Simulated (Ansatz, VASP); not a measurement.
Cd2Se in VASP and in Ansatz

File INCAR:

```
PREC = Accurate
ENCUT = 520
EDIFF = 1E-7
ISMEAR = 0
SIGMA = 0.1
LREAL = F
LASPH = T
NELM = 60
ALGO = Normal
ISIF = 2
LWAVE = F
LCHARG = F
GGA = PE
NBANDS = 39
```

Contents of KPOINTS:

```
regular mesh
0
Gamma
  4 4 4
```

The input POSCAR:

```
Cd2Se
1.0
    4.4737558648      0.0000000000      0.0000000000
    0.0000000000      4.4737558648      0.0000000000
    0.0000000000      0.0000000000      6.8260638708
Cd Se
4 2
Direct
    0.0000000000      0.0000000000      0.0000000000
    0.5000000000      0.5000000000      0.0000000000
    0.0000000000      0.5000000000      0.2700000000
    0.5000000000      0.0000000000      0.7300000000
    0.0000000000      0.5000000000      0.7000000000
    0.5000000000      0.0000000000      0.3000000000
```

Input for Ansatz:

```yaml
crystal:
  lattice:
    - [4.4737558648, 0.0, 0.0]
    - [0.0, 4.4737558648, 0.0]
    - [0.0, 0.0, 6.8260638708]
  atoms:
    - { symbol: Cd, position: [0.0, 0.0, 0.0] }
    - { symbol: Cd, position: [0.5, 0.5, 0.0] }
    - { symbol: Cd, position: [0.0, 0.5, 0.27] }
    - { symbol: Cd, position: [0.5, 0.0, 0.73] }
    - { symbol: Se, position: [0.0, 0.5, 0.7] }
    - { symbol: Se, position: [0.5, 0.0, 0.3] }
basis:
  ecutwfc: 420
kpoints:
  mp_grid: { grid: [4, 4, 4] }
hamiltonian:
  xc: pbe
scf:
  occupations: { method: gaussian, width: 0.1 }
  lower_state_search: "off"
output:
  forces: true
  stress: true
  eigenvalues: true
```

Alike in both runs: task single point; functional PBE; k mesh 4 × 4 × 4; occupations gaussian, width 0.1 eV; no spin polarisation.

```csv
,VASP,Ansatz
version,VASP 6.6.1,Ansatz 0.2.0
potentials or method,"VASP PAW PBE potentials, release 64 (Cd, Se)","scalar-relativistic, plane waves, PAW"
plane-wave cutoff (eV),520,420
valence electrons in the cell,60,112
```

Ansatz gave:

```
gap on the k mesh at the Fermi level (eV)       : none
pressure (GPa)                                  : 4.7
largest component of the traceless stress (GPa) : 0.87
rms of the force components (eV/Å)              : 0.545
```

Question: Estimate VASP's values.

Answer: gap on the k mesh at the Fermi level (eV): none; pressure (GPa): 5.0; largest component of the traceless stress (GPa): 0.83; rms of the force components (eV/Å): 0.558.

Atom by atom the forces differ by 0.013 eV/Å (rms over components). A gap of «none» marks a metal or a gap that the smearing closes. The two sets of potentials don't hold the same shells in valence.

Caveats: forces of over 1 eV/Å show positions far from the minimum, so gaps and moduli don't describe the material at rest.
